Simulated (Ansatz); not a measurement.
# Li on Nb(100): change of the work function, part 4 of 5

Aim: the work function of Nb(100) at several coverages of Li (hollow site), and the dipole that each adsorbate carries.

Ansatz 0.2.0; plane-wave DFT, PBE-D3(BJ), Ansatz PAW.

So far, work function, upper face (eV): step 2 (the clean slab) 3.59; step 3 (21 atoms, coverage 0.25 ML, cell 2x2) 3.21; step 4 (22 atoms, coverage 0.5 ML, cell 2x2) 2.90; step 5 (6 atoms, coverage 1 ML, cell 1x1) 3.12.

## 7. The slab at 0.25 ML, atoms frozen

This step: plane-wave DFT, PBE-D3(BJ), Ansatz PAW (Ansatz 0.2.0).

System of this step: Li/Nb(100). The cell holds 21 atoms: 20 Nb and 1 Li. Its edges and angles: a = 6.600 Å, b = 6.600 Å, c = 26.348 Å, α = 90.0°, β = 90.0°, γ = 90.0°. Vacuum lies along c.

To see where the charge goes, the covered slab, the bare substrate and the adsorbate layer are each run at the same frozen positions and on the same grid.

File input.yaml:

```yaml
crystal:
  lattice:
    - [6.6, 0.0, 0.0]
    - [0.0, 6.6, 0.0]
    - [0.0, 0.0, 26.348291397]
  atoms:
    - { symbol: Nb, position: [0.0, 0.0, 0.3415781261] }
    - { symbol: Nb, position: [0.25, 0.25, 0.4042007826] }
    - { symbol: Nb, position: [0.0020285112, 0.0020285112, 0.4654955482] }
    - { symbol: Nb, position: [0.25, 0.25, 0.5323546465] }
    - { symbol: Nb, position: [-0.0075594819, -0.0075594819, 0.5829938558] }
    - { symbol: Nb, position: [0.0, 0.5, 0.3415781261] }
    - { symbol: Nb, position: [0.25, 0.75, 0.4042007826] }
    - { symbol: Nb, position: [0.0020285112, 0.4979714888, 0.4654955482] }
    - { symbol: Nb, position: [0.25, 0.75, 0.5285568761] }
    - { symbol: Nb, position: [-0.0075594819, 0.5075594819, 0.5829938558] }
    - { symbol: Nb, position: [0.5, 0.0, 0.3415781261] }
    - { symbol: Nb, position: [0.75, 0.25, 0.4042007826] }
    - { symbol: Nb, position: [0.4979714888, 0.0020285112, 0.4654955482] }
    - { symbol: Nb, position: [0.75, 0.25, 0.5285568761] }
    - { symbol: Nb, position: [0.5075594819, -0.0075594819, 0.5829938558] }
    - { symbol: Nb, position: [0.5, 0.5, 0.3415781261] }
    - { symbol: Nb, position: [0.75, 0.75, 0.4042007826] }
    - { symbol: Nb, position: [0.4979714888, 0.4979714888, 0.4654955482] }
    - { symbol: Nb, position: [0.75, 0.75, 0.5266347474] }
    - { symbol: Nb, position: [0.5075594819, 0.5075594819, 0.5829938558] }
    - { symbol: Li, position: [0.25, 0.25, 0.653877127] }
kpoints:
  mp_grid: { grid: [5, 5, 1] }
hamiltonian:
  xc: pbe
  dispersion: d3bj
scf:
  occupations: { method: fermi_dirac, width: 0.1 }
  convergence: { dr2_threshold: 1.0e-08 }
efield:
  axis: 3
  dipole_correction: true
  ramp_position: 0.97
  ramp_width: 0.06
output:
  write_potential: true
  write_density: true
  volumetric_format: npy
```

Launch:

```sh
$ ansatz run input.yaml --threads 4 --pin off --max-ram 12288MiB --backend cpu --events-out ev --progress --plain --runs-dir out
```

Numbers of over 12 decimals in the logs are rounded to 6 here.

What it wrote:

```text
[...]
Crystal: 21 atoms, lattice volume = 1147.732 Å³
Basis set: ecut = 420 eV, 22417 PW (Γ)
Bands: 158, of which v1, the nominal top of the filled ones, is band 132 counted from 1 (131 counted from 0)
Symmetry: 8 space group operations
[...]
k-points: 6 of 25
[...]
SCF iter   1: F=—  HF=-91248.720049 eV  |F-HF|=—  |Δ(HF+E_count)|=         —  Δρ=7.59e-3  dr2=1.14e1  ethr=1.77e-3  p=0.195 e·Å  D=3.07e-2 V/Å  ΔV_dip=-0.81 eV  dr2_dipole=2.88e0  V_vac-E_F(+/−)=3.24/4.05 eV  ⟨swp⟩=10.8  Hψ=4757  notcnv=0
[...]
SCF iter  11: F=-91248.430128 eV  HF=-91248.430128 eV  |F-HF|=6.69e-10  |Δ(HF+E_count)|=   4.06e-9  Δρ=1.65e-7  dr2=1.02e-9  ethr=3.80e-12  p=0.122 e·Å  D=1.92e-2 V/Å  ΔV_dip=-0.51 eV  dr2_dipole=1.42e-11  V_vac-E_F(+/−)=3.21/3.72 eV  ⟨swp⟩=11.5  Hψ=2220  notcnv=0
SCF 1 converged in 11 iterations: F = -91248.430128 eV  dr2 = 1.02e-9
[...]
SCF converged after 11 iterations
Free energy (F): -91248.430128 eV
[...]
Internal energy: -91247.575706 eV  (E = F + TS)
E sigma→0 (E₀):  -91248.002917 eV
Entropy (-TS):   -0.854422 eV (-40.687 meV/atom)
Fermi energy:    3.447361 eV
Dipole field:    D = 0.019228 V/Å  (p = 0.121961 e·Å, saw-weighted, corrected)
Work function:   Φ+ = 3.2123 eV   Φ− = 3.7189 eV
[...]
--- Band table (eV; the first three rows and the last of 6) ---
  k-point 0: bands = [... 128 lower, 3.5556, 3.5709, 3.6048, 3.6461, 3.6461, 3.8483, 3.8483, 3.9074, ... 22 higher]
  k-point 1: bands = [... 128 lower, 3.3577, 3.3974, 3.4350, 3.5468, 3.5973, 3.8105, 3.9050, 3.9676, ... 22 higher]
  k-point 2: bands = [... 128 lower, 3.3073, 3.4068, 3.4228, 3.4229, 3.5114, 3.5202, 3.6737, 3.7892, ... 22 higher]
  k-point 5: bands = [... 128 lower, 2.7446, 2.8472, 3.0157, 3.0220, 3.2044, 3.5320, 3.5580, 3.6814, ... 22 higher]
```

Wall time 71 s (4 threads of Arm Neoverse V1, shared host); peak memory 3.6 GiB.

Numbers from this step:

```
energy at zero smearing        : -91248.0029 eV
work function, upper face      : 3.212 eV
work function, lower face      : 3.719 eV
dipole along the normal        : 0.1220 e·Å
step between the vacuum levels : -0.5066 eV
```

The work function of the upper face is 3.21 eV.

## 8. The substrate of the 0.25 ML cell alone

System of this step: Li/Nb(100), substrate alone, atoms held. The cell holds 20 atoms: 20 Nb. Its edges and angles: a = 6.600 Å, b = 6.600 Å, c = 26.348 Å, α = 90.0°, β = 90.0°, γ = 90.0°. Vacuum lies along c.

The second part, atoms unmoved.

Edit input.yaml of step 7 so:

```diff
@@ -26,3 +26,2 @@
     - { symbol: Nb, position: [0.5075594819, 0.5075594819, 0.5829938558] }
-    - { symbol: Li, position: [0.25, 0.25, 0.653877127] }
 kpoints:
```

What it wrote:

```text
[...]
Crystal: 20 atoms, lattice volume = 1147.732 Å³
Basis set: ecut = 420 eV, 22417 PW (Γ)
Bands: 156, of which v1, the nominal top of the filled ones, is band 130 counted from 1 (129 counted from 0)
Symmetry: 8 space group operations
[...]
k-points: 6 of 25
[...]
SCF iter   1: F=—  HF=-91043.465434 eV  |F-HF|=—  |Δ(HF+E_count)|=         —  Δρ=7.06e-3  dr2=7.69e0  ethr=1.77e-3  p=-0.036 e·Å  D=-5.66e-3 V/Å  ΔV_dip=0.15 eV  dr2_dipole=1.54e-1  V_vac-E_F(+/−)=4.13/3.98 eV  ⟨swp⟩=11.8  Hψ=4611  notcnv=0
[...]
SCF iter  10: F=-91043.172390 eV  HF=-91043.172390 eV  |F-HF|=8.88e-10  |Δ(HF+E_count)|=   2.67e-8  Δρ=5.33e-7  dr2=9.27e-9  ethr=3.85e-12  p=0.026 e·Å  D=4.03e-3 V/Å  ΔV_dip=-0.11 eV  dr2_dipole=2.00e-12  V_vac-E_F(+/−)=3.61/3.72 eV  ⟨swp⟩=10.0  Hψ=2656  notcnv=0
SCF 1 converged in 10 iterations: F = -91043.172390 eV  dr2 = 9.27e-9
[...]
SCF converged after 10 iterations
Free energy (F): -91043.172390 eV
[...]
Internal energy: -91042.353470 eV  (E = F + TS)
E sigma→0 (E₀):  -91042.762930 eV
Entropy (-TS):   -0.818919 eV (-40.946 meV/atom)
Fermi energy:    3.246234 eV
Dipole field:    D = 0.004032 V/Å  (p = 0.025576 e·Å, saw-weighted, corrected)
Work function:   Φ+ = 3.6144 eV   Φ− = 3.7207 eV
[...]
--- Band table (eV; the first three rows and the last of 6) ---
  k-point 0: bands = [... 126 lower, 3.4029, 3.4038, 3.4038, 3.4407, 3.4488, 3.4488, 3.6434, 3.6434, ... 22 higher]
  k-point 1: bands = [... 126 lower, 3.1729, 3.1913, 3.2043, 3.3144, 3.4139, 3.4713, 3.6111, 3.7448, ... 22 higher]
  k-point 2: bands = [... 126 lower, 3.1059, 3.1286, 3.2119, 3.2290, 3.2589, 3.3160, 3.3178, 3.5395, ... 22 higher]
  k-point 5: bands = [... 126 lower, 2.4371, 2.6362, 2.6629, 2.8229, 2.8517, 3.0214, 3.4420, 3.4848, ... 22 higher]
```

Run time: 71 s. Hardware: 4 threads; peak memory 3.5 GiB.

Numbers from this step:

```
energy at zero smearing        : -91042.7629 eV
work function, upper face      : 3.614 eV
work function, lower face      : 3.721 eV
dipole along the normal        : 0.02558 e·Å
step between the vacuum levels : -0.1062 eV
```

The work function of the upper face is 3.61 eV.

## 9. The adsorbate layer of the 0.25 ML cell alone

System of this step: Li/Nb(100), adsorbate layer alone, atoms held. The cell holds 1 atom: 1 Li. Cell: a = 6.600 Å, b = 6.600 Å, c = 26.348 Å, α = 90.0°, β = 90.0°, γ = 90.0°. Vacuum lies along c.

The third part; a free layer of atoms may carry a moment, so spin is on.

input.yaml, the sections that differ from step 8:

```yaml
crystal:
  lattice:
    - [6.6, 0.0, 0.0]
    - [0.0, 6.6, 0.0]
    - [0.0, 0.0, 26.348291397]
  atoms:
    - { symbol: Li, position: [0.25, 0.25, 0.653877127], spin: 1.0 }
magnetization:
  spin_polarized: true
# kpoints, hamiltonian, scf, efield, output: as in step 8
```

What it wrote:

```text
[...]
Crystal: 1 atoms, lattice volume = 1147.732 Å³
Basis set: ecut = 420 eV, 22417 PW (Γ)
Bands: 6, of which v1, the nominal top of the filled ones, is band 2 counted from 1 (1 counted from 0)
Symmetry: 8 space group operations
k-points: 6 of 25
[...]
Starting moments: Σ|m| = 1 μB on 1 of 1 site
[...]
SCF iter   7: F=—  HF=-203.082345 eV  |F-HF|=—  |Δ(HF+E_count)|=   2.90e-2  Δρ=1.32e-4 (↑1.32e-4 ↓5.28e-5)  dr2=1.16e-3  dr2_m=5.16e-5  M=0.997 μB ∫|m|=0.997 μB  β_m=1.20  ethr=1.31e-6  p=0.000 e·Å  D=1.49e-6 V/Å  ΔV_dip=-0.00 eV  dr2_dipole=2.12e-15  V_vac-E_F(+/−)=2.57/2.57 eV  ⟨swp⟩=2.8  Hψ=142  notcnv=0
[...]
spin-set hold released at iteration 7 (site moments contracting): the magnetisation degrees of freedom join the quasi-Newton model from the next iteration; the mixer history was flushed
SCF iter   8: F=—  HF=-203.093278 eV  |F-HF|=—  |Δ(HF+E_count)|=   1.09e-2  Δρ=7.10e-5 (↑5.80e-5 ↓7.10e-5)  dr2=8.12e-4  dr2_m=2.40e-6  M=1.000 μB ∫|m|=1.000 μB  β_m=1.20  ethr=1.31e-6  p=0.000 e·Å  D=1.48e-6 V/Å  ΔV_dip=-0.00 eV  dr2_dipole=3.84e-12  V_vac-E_F(+/−)=2.45/2.45 eV  ⟨swp⟩=4.0  Hψ=280  notcnv=0  κ⁻¹=1.0e0(r=1)
density mixer auto → broyden: gapped, with many states about μ (density of states about μ 0.25 of a free-electron gas's, 20 screened modes)
SCF iter   9: F=—  HF=-203.111779 eV  |F-HF|=—  |Δ(HF+E_count)|=   1.85e-2  Δρ=2.89e-5 (↑1.91e-5 ↓2.89e-5)  dr2=9.70e-6  dr2_m=5.28e-6  M=1.000 μB ∫|m|=1.000 μB  β_m=1.20  ethr=1.31e-6  p=0.000 e·Å  D=2.44e-6 V/Å  ΔV_dip=-0.00 eV  dr2_dipole=3.34e-11  V_vac-E_F(+/−)=2.41/2.41 eV  ⟨swp⟩=3.0  Hψ=210  notcnv=0  κ⁻¹=6.9e-2(r=2)
[...]
SCF iter  22: F=-203.113015 eV  HF=-203.113015 eV  |F-HF|=2.84e-14  |Δ(HF+E_count)|=  2.27e-13  Δρ=9.94e-11 (↑9.94e-11 ↓4.52e-11)  dr2=5.76e-16  dr2_m=3.25e-17  M=1.000 μB ∫|m|=1.000 μB  ethr=1.00e-12  p=0.000 e·Å  D=3.08e-7 V/Å  ΔV_dip=-0.00 eV  dr2_dipole=1.46e-18  V_vac-E_F(+/−)=2.41/2.41 eV  ⟨swp⟩=1.5  Hψ=276  notcnv=0
SCF 1 converged in 22 iterations: F = -203.113015 eV  dr2 = 5.76e-16
[...]
this state was not tested for a lower state beside it, because the mixer in use, unlike msr1, does not test its closes by its own steps (another_mixer; see scf.mixing.algorithm and scf.lower_state_search)
SCF converged after 22 iterations
an eigenvalue changed by more than its tolerance at an iteration that met the thresholds in force, so the SCF went on 5 times, its first undamped step at iteration 18: the last check found none over its tolerance
Magnetization: 1.0000 μB (2.0000 up, 1.0000 down)
Absolute magnetization: 1.0000 μB (∫|ρ↑−ρ↓|, with the PAW one-centre terms)
[...]
Per-site moments (μB) at R_I (Å): [(0.877435, 2.7225)]
Free energy (F): -203.113015 eV
[...]
Internal energy: -203.112173 eV  (E = F + TS)
E sigma→0 (E₀):  -203.112594 eV
Entropy (-TS):   -0.000842 eV (-0.842 meV/atom)
Fermi energy:    -2.274144 eV
Dipole field:    D = 0.000000 V/Å  (p = 0.000002 e·Å, saw-weighted, corrected)
Work function:   Φ+ = 2.4071 eV   Φ− = 2.4071 eV
[...]
--- Band table (eV; the first three rows and the last of 12) ---
[...]
```

Wall time 17 s (4 threads); peak memory 0.93 GiB; 49 s of CPU time.

This step gave:

```yaml
energy_at_zero_smearing: -203.1126 eV
total_moment: 1.0000 μB
site_moments: 0.8774 μB
dipole_along_the_normal: 1.95e-6 e·Å
```

Site moment by atom:

| atom | site moment (μB) |
| --- | --- |
| Li1 | 0.877 |

The free layer carries a moment of 1.0 μB a cell.

## 10. Density difference at 0.25 ML

This step: plane-wave DFT, PBE-D3(BJ), Ansatz PAW; density difference on adsorption (Ansatz 0.2.0).

The densities of the parts are taken from that of the whole and averaged over planes; the first moment of what is left gives the step in the potential.

Numbers from this step:

| Item | Value |
| --- | --- |
| largest charge moved | 0.003358 e/Å² |
| potential step from the moved charge | -0.4002 eV |

Planar mean, whole system less its parts. The electron density difference by z:

z (Å), electron density difference (e/Å³) and a bar from the least value:
```
        4    0.00000 ########
        5    0.00000 ########
        6    0.00001 ########
        7    0.00001 ########
        8   -0.00005 ########
        9   -0.00001 ########
       10   -0.00006 ########
       11    0.00006 #########
       12    0.00002 ########
       13    0.00008 #########
       14   -0.00108 ###
       15   -0.00147 #
       16   -0.00018 #######
       17    0.00435 ##############################
       18   -0.00164 
       19   -0.00152 #
       20   -0.00038 ######
       21   -0.00007 ########
       22   -0.00001 ########
       23    0.00000 ########
       24    0.00000 ########
```

Planar mean, whole system less its parts. The electrons moved below z by z:

| z (Å) | electrons moved below z (e/Å²) |
| --- | --- |
| 4 | 2.5e-7 |
| 5 | 1.4e-6 |
| 6 | 6.3e-6 |
| 7 | 1.7e-5 |
| 8 | -8.6e-6 |
| 9 | -2.6e-5 |
| 10 | -9.3e-6 |
| 11 | -8.9e-6 |
| 12 | 2.7e-5 |
| 13 | 1.2e-4 |
| 14 | -3.3e-4 |
| 15 | -0.00109 |
| 16 | -0.00287 |
| 17 | 0.00201 |
| 18 | 0.00296 |
| 19 | 9.7e-4 |
| 20 | 2.0e-4 |
| 21 | 3.5e-5 |
| 22 | 5.6e-6 |
| 23 | 8.6e-7 |
| 24 | 1.6e-7 |

## 11. A changed input

This step: plane-wave DFT, PBE-D3(BJ), Ansatz PAW (Ansatz 0.2.0).

System of this step: Li/Nb(100). The cell holds 6 atoms: 5 Nb and 1 Li. Cell: a = 3.300 Å, b = 3.300 Å, c = 26.348 Å, α = 90.0°, β = 90.0°, γ = 90.0°. Vacuum lies along c.

An input spoilt on purpose, to show how the run answers: it repeats the earlier run at 1 ML with efield.axis from 3 to 2, and scf.max_iter set to 60.

File input.yaml:

```yaml
crystal:
  lattice:
    - [3.3, 0.0, 0.0]
    - [0.0, 3.3, 0.0]
    - [0.0, 0.0, 26.348291397]
  atoms:
    - { symbol: Nb, position: [0.0, 0.0, 0.3415781261] }
    - { symbol: Nb, position: [0.5, 0.5, 0.4042007826] }
    - { symbol: Nb, position: [0.0, 0.0, 0.4654710883] }
    - { symbol: Nb, position: [0.5, 0.5, 0.528811316] }
    - { symbol: Nb, position: [0.0, 0.0, 0.5829404071] }
    - { symbol: Li, position: [0.5, 0.5, 0.6584218739] }
kpoints:
  mp_grid: { grid: [9, 9, 1] }
hamiltonian:
  xc: pbe
  dispersion: d3bj
scf:
  occupations: { method: fermi_dirac, width: 0.1 }
  convergence: { dr2_threshold: 1.0e-08 }
  max_iter: 60
efield:
  axis: 2
  dipole_correction: true
  ramp_position: 0.97
  ramp_width: 0.06
relax:
  f_tol: 0.02
  max_steps: 60
  constraints: [{ sites: [0, 1] }]
output:
  bader: true
  write_potential: true
  write_density: true
  volumetric_format: npy
```

What it wrote:

```text
The last accepted step is kept in <dir> (removed where the run ends without a failure and the disk answers)
Engine: ansatz 0.2.0, aarch64-unknown-linux-gnu
Pseudopotentials: kind: paw
Pseudopotential: Nb, paw, valence charge 13, recommended cutoff 420 eV (normal), Nb.paw.azcp
Pseudopotential: Li, paw, valence charge 3, recommended cutoff 420 eV (normal), Li.paw.azcp
Functional definition: PBE
  parameter kappa = 0.804
  parameter beta = 0.066725
  exchange = pbe_x(kappa = kappa, mu = beta*pi^2/3)
  correlation = pbe_c(beta = beta)
Crystal: 6 atoms, lattice volume = 286.933 Å³
Basis set: ecut = 420 eV, 5681 PW (Γ), exchange–correlation on 48×48×360 points (8 copies of the dense FFT grid, shifted against one another)
Bands: 41, of which v1, the nominal top of the filled ones, is band 34 counted from 1 (33 counted from 0)
Symmetry: 2 space group operations
k-points: 25 of 81 (time reversal used)
Non-local potential: Nb, projectors of the file, l = 0: 3, l = 1: 2, l = 2: 2, l = 3: 1
Non-local potential: Li, projectors of the file, l = 0: 3, l = 1: 2, l = 2: 1
PAW form: soft (Blöchl's): semilocal exchange-correlation on the pseudo side does not see the compensation charge
PAW one-centre angular grid: Nb, 590 points (default); XC on 64 Gauss nodes
PAW one-centre angular grid: Li, 110 points (default); XC on 64 Gauss nodes
Initial density: superposition of atomic densities (neutral atoms: chi_scale 0, normalization atom), corrected by the library's trained network
Initial wavefunctions: pseudopotential atomic-orbital guess
Functional: x = pbe(κ = 0.804, μ = 0.219515), c = pbe(β = 0.066725)
Error: efield: ion 0 (Nb) at fractional coordinate 0.0000 along the field axis lies inside the sawtooth ramp with 2 of the planes that the density is read on at each end, [0.8867, 0.1133] — the ramp must sit in vacuum (an ion there feels the fictitious reversed slope); set or move the ramp (efield.ramp_position / ramp_width) or move the geometry
```

It took 0.22 s on 4 threads; peak memory 0.36 GiB.

The program refused the input before any cycle.

The program's message: “Error: efield: ion 0 (Nb) at fractional coordinate 0.0000 along the field axis lies inside the sawtooth ramp with 2 of the planes that the density is read on at each end, [0.8867, 0.1133] — the ramp m …”

The fault put into the input: the field along an axis without vacuum.

(Continued in part 5 of 5.)

[Logs are printed without paths, hosts, clocks, repeated set-up lines and the standing remarks that a program may print on its own settings, such as how far it seeks lower states.]

[Hosts, paths, dates, database ids (printed as entryN), source tags and the programs' standing remarks are cut or masked in the printed files.]

[Maps of the electrostatic potential energy from Ansatz leave out the sawtooth potential of an applied field or a dipole correction, so their vacuum need not be flat; planar profiles and work functions include it.]
